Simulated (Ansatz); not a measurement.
# TiC (Fm-3m) in Ansatz: further runs

Aim: see how the results for TiC move with the level of theory and the settings. Levels: HSE06 form with a typed share of exact exchange, HSE06. Tasks: single point.

Program: Ansatz 0.2.0. These are calculated values, not measurements. Logs are shortened: lines on timing, memory, paths and dates and some standing lists are left out, and cuts for length are marked.

## 1. Starting point

Symmetry: Fm-3m, No. 225, cubic system. Conventional cell: a = 4.331 Å, b = 4.331 Å, c = 4.331 Å, α = 90.00°, β = 90.00°, γ = 90.00°. Ti (site symmetry m-3m) has 6 C at 2.17 Å as nearest neighbours. C (site symmetry m-3m) is surrounded by 6 Ti at 2.17 Å.

The cell is a database's computed one.

## 2. Single point, HSE06 form with a typed share of exact exchange

input.yaml

```yaml
crystal:
  lattice:
    - [0.0, 2.1657188437, 2.1657188437]
    - [2.1657188437, 0.0, 2.1657188437]
    - [2.1657188437, 2.1657188437, 0.0]
  atoms:
    - { symbol: Ti, position: [0.0, 0.0, 0.0] }
    - { symbol: C, position: [0.5, 0.5, 0.5] }
hamiltonian:
  xc:
    exchange: pbe
    correlation: pbe
    exx: { coeff: 0.15, omega: 0.2078699 }
  pseudopotentials: { kind: paw }
kpoints:
  mp_grid: { grid: [6, 6, 6] }
scf:
  occupations: { method: fermi_dirac, width: 0.05 }
output:
  forces: true
  stress: true
  eigenvalues: true
```

Potentials or basis: Ansatz PAW.

On the command line:

```
ansatz run input.yaml --threads 2 --pin off --max-ram 5632MiB --backend cpu --events-out ev --progress --plain --runs-dir out
```

The log of the run:

```text
Warning: output.stress: scf.convergence.dr2_threshold = 1e-7 eV (the SCF's general default) is looser than the 2e-10 eV advised for a printed stress (1e-10 eV for each atom of the cell: 2). What an SCF threshold leaves in a stress goes as its square root, and in the free energy as the threshold itself, and one threshold admits the most on a small cell: of the crystals measured, under no hybrid functional and no lock of the moments, on runs that ended without the residual-converged pass, on stresses that held no estimate of that error, the worst erred by over 100 MPa in a component at 1e-7 eV an atom and by under 5 at 1e-10. Set scf.convergence.dr2_threshold to 2e-10 eV or tighter. The threshold is an SCF's pass mark: one that does not reach it within its budget of iterations ends unconverged, or closes short of it on a stop that the run arms, and scf.convergence.dr2_threshold's page says what that costs each kind of run
Warning: output.stress: scf.exx.energy_threshold = 1e-6 eV is looser than the 2e-8 eV advised for a stress under a hybrid functional (1e-8 eV for each atom of the cell: 2). Every SCF of the exchange loop can meet its threshold on dr2 while the loop round them stops early: no threshold on dr2 bounds what that leaves in the stress. Set scf.exx.energy_threshold to 2e-8 eV or tighter. The threshold is the loop's pass mark: a loop that does not reach it within its budget of cycles ends unconverged, and scf.exx.energy_threshold's page has the law
Warning: RAYON_NUM_THREADS=2 ignored (pool sized by the plan → 2); use --threads N
Engine: ansatz 0.2.0, aarch64-unknown-linux-gnu
Pseudopotentials: kind: paw
Pseudopotential: Ti, paw, valence charge 12, recommended cutoff 420 eV (normal), Ti.paw.azcp
Pseudopotential: C, paw, valence charge 4, recommended cutoff 420 eV (normal), C.paw.azcp
Functional definition: unnamed
  parameter a_1 = 0.15
  parameter omega_1 = 0.2078699/angstrom
  exchange = pbe_x + (-a_1)*pbe_x_sr(omega_1) + a_1*exact_x_sr(omega_1)
  correlation = pbe_c
Crystal: 2 atoms, lattice volume = 20.316 Å³
Basis set: ecut = 420 eV, 411 PW (Γ), exchange–correlation on 48×48×48 points (8 copies of the dense FFT grid, shifted against one another)
Bands: 12, of which v1, the nominal top of the filled ones, is band 8 counted from 1 (7 counted from 0)
Symmetry: 48 space group operations
Space group: Fm-3m (ITA 225), of the structure as read, at distance tolerance 2.7e-5 Å
k-points: 16 of 216
Non-local potential: Ti, projectors of the file, l = 0: 3, l = 1: 2, l = 2: 3, l = 3: 1
Non-local potential: C, projectors of the file, l = 0: 2, l = 1: 2, l = 2: 1
PAW form: soft (Blöchl's): semilocal exchange-correlation on the pseudo side does not see the compensation charge
PAW frozen core: Ti, regenerated for the run's functional, and the local potential with it (the file was generated under x = pbe(κ = 0.804, μ = 0.2195149727645171), c = pbe(β = 0.06672455060314922))
PAW frozen core: C, regenerated for the run's functional, and the local potential with it (the file was generated under x = pbe(κ = 0.804, μ = 0.2195149727645171), c = pbe(β = 0.06672455060314922))
PAW one-centre angular grid: Ti, 590 points (default); XC on 64 Gauss nodes
PAW one-centre angular grid: C, 110 points (default); XC on 64 Gauss nodes
Initial density: superposition of atomic densities (neutral atoms: chi_scale 0, normalization atom), corrected by the library's trained network
Initial wavefunctions: pseudopotential atomic-orbital guess
Functional: x = pbe(κ = 0.804, μ = 0.2195149727645171), c = pbe(β = 0.06672455060314922), warm-up for x = pbe(κ = 0.804, μ = 0.2195149727645171) + 0.15 (exact − pbe) at short range (hse, ω = 0.2078699 Å⁻¹), c = pbe(β = 0.06672455060314922)
SCF iter   1: F=—  HF=-2752.262896 eV  |F-HF|=—  |Δ(HF+E_count)|=         —  Δρ=3.39e-3  dr2=1.45e-3  ethr=1.77e-3  ⟨swp⟩=4.6  Hψ=722  notcnv=0
preconditioner: auto → none  [insulator: Δε(μ)=0.182 eV  Ē_g=7.868 eV  σ=0.050 eV  W_gap=0.72  n_scr=8 (ndim 8)  ℏωp=23.3 eV  f_vac=0.000  D(μ)=0.52/eV (n_scr^D=0)]
SCF iter   2: F=—  HF=-2752.263069 eV  |F-HF|=—  |Δ(HF+E_count)|=   1.73e-4  Δρ=1.68e-3  dr2=3.24e-4  ethr=9.08e-6  ⟨swp⟩=3.1  Hψ=412  notcnv=0
[... 26 lines left out ...]
Frozen-core exchange: fock
SCF iter   1: F=—  HF=-2752.018882 eV  |F-HF|=—  |Δ(HF+E_count)|=         —  Δρ=3.17e-5  dr2=1.00e-7  ethr=1.78e-7  ⟨swp⟩=4.2  Hψ=502  notcnv=0
preconditioner: auto → none  [insulator: Δε(μ)=0.404 eV  Ē_g=8.881 eV  σ=0.050 eV  W_gap=0.52  n_scr=8 (ndim 8)  ℏωp=23.3 eV  f_vac=0.000  D(μ)=0.71/eV (n_scr^D=0)]
SCF iter   2: F=—  HF=-2752.018883 eV  |F-HF|=—  |Δ(HF+E_count)|=   1.00e-7  Δρ=1.43e-5  dr2=3.51e-8  ethr=1.98e-10  ⟨swp⟩=4.4  Hψ=561  notcnv=0
SCF iter   3: F=-2752.018883 eV  HF=-2752.018883 eV  |F-HF|=1.16e-9  |Δ(HF+E_count)|=   1.61e-9  Δρ=5.40e-6  dr2=1.82e-9  ethr=7.18e-11  ⟨swp⟩=3.6  Hψ=376  notcnv=0
SCF 3 converged in 3 iterations: F = -2752.018883 eV  dr2 = 1.82e-9
  Residual-converged pass: ⟨swp⟩=2.7  Hψ=334  notcnv=0  max |occ|·‖R‖ = 2.4e-6 eV (tolerance 2.4e-6 eV)  dr2=1.81e-9  dr2_onsite=7.22e-10  max |Δocc| = 1.9e-11
hybrid outer 2: dexx = +9.417e-8 eV, tail = 5.78e-9 eV, Δε = 7.60e-4 eV (about 2.56e-5 eV left of the loop's levels)
hybrid SCF converged: 2 outer / 10 inner (+7 warm-up), last move |dexx| = 9.42e-8 eV, tail = 5.78e-9 eV
Stability not checked: this state was not tested for a lower state beside it, because the functional holds exact exchange (a hybrid, or Hartree-Fock), whose exchange loop this test does not read (fock_operator; see scf.lower_state_search)
Free energy (F): -2752.018883 eV
Frozen-core exchange: fock
Harris-Foulkes:  -2752.018883 eV  (|F-HF|=1.16e-9)
Internal energy: -2752.013689 eV  (E = F + TS)
E sigma→0 (E₀):  -2752.016286 eV
Entropy (-TS):   -0.005194 eV (-2.597 meV/atom)
Fermi energy:    14.524753 eV
--- Per-component energies (eV) ---
  E_band       = -132.664468
  E_kinetic    = 362.089564
  E_local      = -769.810079  (includes V_loc(G=0)·N_el)
  E_nonlocal   = 29.838761
  E_hartree    = 311.134888
  E_xc         = -130.663707
  E_vxc        = -162.295814  (∫ρ·V_xc dr)
  E_exx        = -29.094814  (= α·E_x^exact, valence–valence)
  E_paw        = -1132.130185  (= ΣΔE_a)
  E_vpaw       = -156.566890  (= ΣTr[D̂ρ^β])
  E_aug_tail   = 0.000149  (compensation charges beyond the density's cutoff)
  E_ewald      = -1393.263931
  E_core_change = -0.114335  (= ΣΔE_core)
  E_smearing   = -0.005194  (= −TS)
  E_closure    = 0.000000  (closes the sum)
  Σ components = -2752.018883   (vs F -2752.018883, Δ=0.00e0)
--- Forces (eV/Å), atoms counted from 1 ---
  atom   1  Ti    -0.00000000     0.00000000    -0.00000000
  atom   2  C      0.00000000     0.00000000    -0.00000000
  max |Σ_I F_I| component: 3.75e-30 eV/Å
--- Stress (GPa, compression-positive) ---
       -2.819112      -0.000000       0.000000
       -0.000000      -2.819112      -0.000000
        0.000000       0.000000      -2.819112
  P = ⅓ Tr σ = -2.8191 GPa (-28.191 kbar)
--- Band table (eV; the first three rows and the last of 16) ---
  k-point 0: bands = ["-44.7915", "-19.8383", "-19.8383", "-19.8383", "1.1632", "15.7078", "15.7078", "15.7078", "16.4570", "16.4570", "16.4570", "16.5767"]
  k-point 1: bands = ["-44.7725", "-19.9739", "-19.8502", "-19.8502", "1.8133", "13.2530", "13.7521", "13.7521", "16.3348", "16.3348", "17.5182", "19.5933"]
  k-point 2: bands = ["-44.7341", "-20.2381", "-19.8740", "-19.8740", "3.4794", "10.0999", "11.9963", "11.9963", "17.4900", "17.4900", "18.5028", "22.3627"]
  k-point 15: bands = ["-44.6890", "-20.2340", "-20.0893", "-20.0208", "4.0574", "10.8542", "11.6348", "12.1885", "16.8040", "18.6171", "18.8433", "19.5982"]
```

Run time: 7.5 s. Hardware: 2 threads of Arm Neoverse V2, shared host; peak memory 0.7 GiB.

Results:

* Free energy: -2752.0189 eV
* Pressure: -2.8 GPa
* Band gap on the k mesh: none (metal or under the smearing width)

Caveat: the k mesh is coarse (spacing up to 0.42 Å⁻¹), so the values aren't converged, least of all with exact exchange; the PAW data sets come from PBE, with cores solved anew for the run's functional, which leaves a small shift of forces and pressure; the thresholds are loose for stress.

## 3. Single point, HSE06

input.yaml: that of step 2 with these lines changed.

```diff
@@ -12,3 +12,3 @@
     correlation: pbe
-    exx: { coeff: 0.15, omega: 0.2078699 }
+    exx: { coeff: 0.25, omega: 0.2078699 }
   pseudopotentials: { kind: paw }
@@ -22 +22,5 @@
   eigenvalues: true
+  write_density: true
+  write_potential: true
+  elf: true
+  volumetric_format: npy
```

Potentials or basis: Ansatz PAW.

On the command line:

```
ansatz run input.yaml --threads 2 --pin off --max-ram 5632MiB --backend cpu --events-out ev --progress --plain --runs-dir out
```

It took 7.7 s on 2 threads of Arm Neoverse V2, shared host; peak memory 0.7 GiB.

It converged, with:

| Item | Value |
| --- | --- |
| Free energy | -2751.9037 eV |
| Pressure | -4.7 GPa |
| Band gap on the k mesh | none (metal or under the smearing width) |

Levels at points of the mesh, in eV from the Fermi level:
| k point | band 6 | band 7 | band 8 | band 9 | band 10 | band 11 |
| --- | --- | --- | --- | --- | --- | --- |
| (0.00, 0.00, 0.00) | 1.47 | 1.47 | 1.47 | 2.02 | 2.02 | 2.02 |
| (0.00, 0.00, -0.50) | -6.69 | -3.37 | -3.37 | 4.10 | 4.10 | 5.39 |
| (0.00, -0.50, -0.50) | -4.11 | -1.37 | -0.09 | -0.09 | 3.38 | 4.79 |

Caveat: the k mesh is coarse (spacing up to 0.42 Å⁻¹), so the values aren't converged, least of all with exact exchange; the PAW data sets come from PBE, with cores solved anew for the run's functional, which leaves a small shift of forces and pressure; the thresholds are loose for stress.

## 4. Single point, HSE06 form with a typed share of exact exchange

input.yaml: that of step 3 with these lines changed.

```diff
@@ -12,3 +12,3 @@
     correlation: pbe
-    exx: { coeff: 0.25, omega: 0.2078699 }
+    exx: { coeff: 0.35, omega: 0.2078699 }
   pseudopotentials: { kind: paw }
@@ -22,5 +22 @@
   eigenvalues: true
-  write_density: true
-  write_potential: true
-  elf: true
-  volumetric_format: npy
```

Potentials or basis: Ansatz PAW.

On the command line:

```
ansatz run input.yaml --threads 2 --pin off --max-ram 5632MiB --backend cpu --events-out ev --progress --plain --runs-dir out
```

The log of the run:

```text
Warning: output.stress: scf.convergence.dr2_threshold = 1e-7 eV (the SCF's general default) is looser than the 2e-10 eV advised for a printed stress (1e-10 eV for each atom of the cell: 2). What an SCF threshold leaves in a stress goes as its square root, and in the free energy as the threshold itself, and one threshold admits the most on a small cell: of the crystals measured, under no hybrid functional and no lock of the moments, on runs that ended without the residual-converged pass, on stresses that held no estimate of that error, the worst erred by over 100 MPa in a component at 1e-7 eV an atom and by under 5 at 1e-10. Set scf.convergence.dr2_threshold to 2e-10 eV or tighter. The threshold is an SCF's pass mark: one that does not reach it within its budget of iterations ends unconverged, or closes short of it on a stop that the run arms, and scf.convergence.dr2_threshold's page says what that costs each kind of run
Warning: output.stress: scf.exx.energy_threshold = 1e-6 eV is looser than the 2e-8 eV advised for a stress under a hybrid functional (1e-8 eV for each atom of the cell: 2). Every SCF of the exchange loop can meet its threshold on dr2 while the loop round them stops early: no threshold on dr2 bounds what that leaves in the stress. Set scf.exx.energy_threshold to 2e-8 eV or tighter. The threshold is the loop's pass mark: a loop that does not reach it within its budget of cycles ends unconverged, and scf.exx.energy_threshold's page has the law
Warning: RAYON_NUM_THREADS=2 ignored (pool sized by the plan → 2); use --threads N
[... 5 set-up lines as earlier in the session ...]
  parameter a_1 = 0.35
[... 3 set-up lines as earlier in the session ...]
Crystal: 2 atoms, lattice volume = 20.316 Å³
Basis set: ecut = 420 eV, 411 PW (Γ), exchange–correlation on 48×48×48 points (8 copies of the dense FFT grid, shifted against one another)
Bands: 12, of which v1, the nominal top of the filled ones, is band 8 counted from 1 (7 counted from 0)
[... 2 set-up lines as earlier in the session ...]
k-points: 16 of 216
[... 7 set-up lines as earlier in the session ...]
[... 44 lines left out ...]
SCF iter   1: F=—  HF=-2751.824847 eV  |F-HF|=—  |Δ(HF+E_count)|=         —  Δρ=6.87e-6  dr2=3.63e-9  ethr=2.98e-9  ⟨swp⟩=4.9  Hψ=508  notcnv=0
SCF iter   2: F=-2751.824847 eV  HF=-2751.824847 eV  |F-HF|=1.19e-10  |Δ(HF+E_count)|=  6.98e-10  Δρ=1.44e-6  dr2=1.46e-9  ethr=4.36e-12  ⟨swp⟩=4.1  Hψ=486  notcnv=0
SCF 4 converged in 2 iterations: F = -2751.824847 eV  dr2 = 1.46e-9
  Residual-converged pass: ⟨swp⟩=2.0  Hψ=274  notcnv=0  max |occ|·‖R‖ = 2.1e-6 eV (tolerance 2.4e-6 eV)  dr2=1.46e-9  dr2_onsite=3.69e-11  max |Δocc| = 3.5e-14
hybrid outer 3: dexx = +8.140e-9 eV, tail = 3.07e-9 eV, Δε = 2.78e-4 eV (about 5.44e-5 eV left of the loop's levels), ΔF = 1.77e-30 eV/Å (tail 6.77e-31)
hybrid SCF converged: 3 outer / 14 inner (+7 warm-up), last move |dexx| = 8.14e-9 eV, tail = 3.07e-9 eV
Stability not checked: this state was not tested for a lower state beside it, because the functional holds exact exchange (a hybrid, or Hartree-Fock), whose exchange loop this test does not read (fock_operator; see scf.lower_state_search)
Free energy (F): -2751.824847 eV
Frozen-core exchange: fock
Harris-Foulkes:  -2751.824847 eV  (|F-HF|=1.19e-10)
Internal energy: -2751.820754 eV  (E = F + TS)
E sigma→0 (E₀):  -2751.822801 eV
Entropy (-TS):   -0.004094 eV (-2.047 meV/atom)
Fermi energy:    14.451075 eV
--- Per-component energies (eV) ---
  E_band       = -161.722428
  E_kinetic    = 361.754566
  E_local      = -762.522529  (includes V_loc(G=0)·N_el)
  E_nonlocal   = 27.145187
  E_hartree    = 306.453518
  E_xc         = -108.241180
  E_vxc        = -133.097924  (∫ρ·V_xc dr)
  E_exx        = -67.918397  (= α·E_x^exact, valence–valence)
  E_paw        = -1114.965226  (= ΣΔE_a)
  E_vpaw       = -132.072132  (= ΣTr[D̂ρ^β])
  E_aug_tail   = 0.000147  (compensation charges beyond the density's cutoff)
  E_ewald      = -1393.263931
  E_core_change = -0.262909  (= ΣΔE_core)
  E_smearing   = -0.004094  (= −TS)
  E_closure    = 0.000000  (closes the sum)
  Σ components = -2751.824847   (vs F -2751.824847, Δ=4.55e-13)
--- Forces (eV/Å), atoms counted from 1 ---
  atom   1  Ti    -0.00000000     0.00000000    -0.00000000
  atom   2  C      0.00000000    -0.00000000     0.00000000
  max |Σ_I F_I| component: 4.27e-30 eV/Å
--- Stress (GPa, compression-positive) ---
       -6.437554      -0.000000      -0.000000
        0.000000      -6.437554       0.000000
        0.000000      -0.000000      -6.437554
  P = ⅓ Tr σ = -6.4376 GPa (-64.376 kbar)
--- Band table (eV; the first three rows and the last of 16) ---
  k-point 0: bands = ["-48.6987", "-22.4197", "-22.4197", "-22.4197", "-0.3677", "16.2138", "16.2138", "16.2138", "16.5344", "16.5344", "16.5344", "16.8027"]
  k-point 1: bands = ["-48.6786", "-22.5646", "-22.4314", "-22.4314", "0.3338", "13.0791", "13.5512", "13.5512", "16.8699", "16.8699", "18.0530", "20.1455"]
  k-point 2: bands = ["-48.6382", "-22.8475", "-22.4547", "-22.4547", "2.1363", "9.4620", "11.5294", "11.5294", "18.1948", "18.1948", "19.1927", "23.2259"]
  k-point 15: bands = ["-48.5901", "-22.8465", "-22.6887", "-22.6123", "2.7746", "10.1624", "11.1625", "11.7046", "17.2275", "19.4339", "19.7362", "20.1512"]
```

It took 8.5 s on 2 threads of Arm Neoverse V2, shared host; peak memory 0.7 GiB.

What came out:

```
Free energy            : -2751.8248 eV
Pressure               : -6.4 GPa
Band gap on the k mesh : none (metal or under the smearing width)
```

Caveat: the k mesh is coarse (spacing up to 0.42 Å⁻¹), so the values aren't converged, least of all with exact exchange; the PAW data sets come from PBE, with cores solved anew for the run's functional, which leaves a small shift of forces and pressure; the thresholds are loose for stress.

## 5. Single point, HSE06 form with a typed share of exact exchange

input.yaml: that of step 4 with these lines changed.

```diff
@@ -12,3 +12,3 @@
     correlation: pbe
-    exx: { coeff: 0.35, omega: 0.2078699 }
+    exx: { coeff: 0.5, omega: 0.2078699 }
   pseudopotentials: { kind: paw }
```

On the command line:

```
ansatz run input.yaml --threads 2 --pin off --max-ram 5632MiB --backend cpu --events-out ev --progress --plain --runs-dir out
```

It took 8.8 s on 2 threads of Arm Neoverse V2, shared host; peak memory 0.7 GiB.

The run converged. Its results:

```yaml
Free_energy: -2751.7705 eV
Pressure: -8.9 GPa
Band_gap_on_the_k_mesh: none (metal or under the smearing width)
```

Levels at points of the mesh, in eV from the Fermi level:
| k point | band 5 | band 6 | band 7 | band 8 | band 9 | band 10 | band 11 | band 12 |
| --- | --- | --- | --- | --- | --- | --- | --- | --- |
| (0.00, 0.00, 0.00) | -15.93 | 2.14 | 2.14 | 2.14 | 2.23 | 2.23 | 2.23 | 2.60 |
| (0.00, 0.00, -0.50) | -11.68 | -7.70 | -3.99 | -3.99 | 5.25 | 5.25 | 6.61 | 9.61 |
| (0.00, -0.50, -0.50) | -13.13 | -5.01 | -1.14 | -0.40 | -0.40 | 3.98 | 6.04 | 6.04 |

Caveat: the k mesh is coarse (spacing up to 0.42 Å⁻¹), so the values aren't converged, least of all with exact exchange; the PAW data sets come from PBE, with cores solved anew for the run's functional, which leaves a small shift of forces and pressure; the thresholds are loose for stress.

## 6. Summary

```tsv
level	share of exact exchange	gap on the mesh (eV)	pressure (GPa)
HSE06 form with a typed share of exact exchange	0.15	none	-2.8
HSE06	0.25	none	-4.7
HSE06 form with a typed share of exact exchange	0.35	none	-6.4
HSE06 form with a typed share of exact exchange	0.5	none	-8.9
```

Alike in all rows: task single point; potentials or basis Ansatz PAW; no spin polarisation; cell as given; k mesh 6 × 6 × 6; cutoff (eV) 420; smearing fermi-dirac 0.05 eV; the mesh is coarse, so values aren't converged.

Caveats: all runs use coarse meshes; the PAW data sets come from PBE, with cores solved anew for the run's functional, which leaves a small shift of forces and pressure; the thresholds are loose for stress.

Total energies depend on the potentials used, so only differences within one code and one set of settings carry meaning.
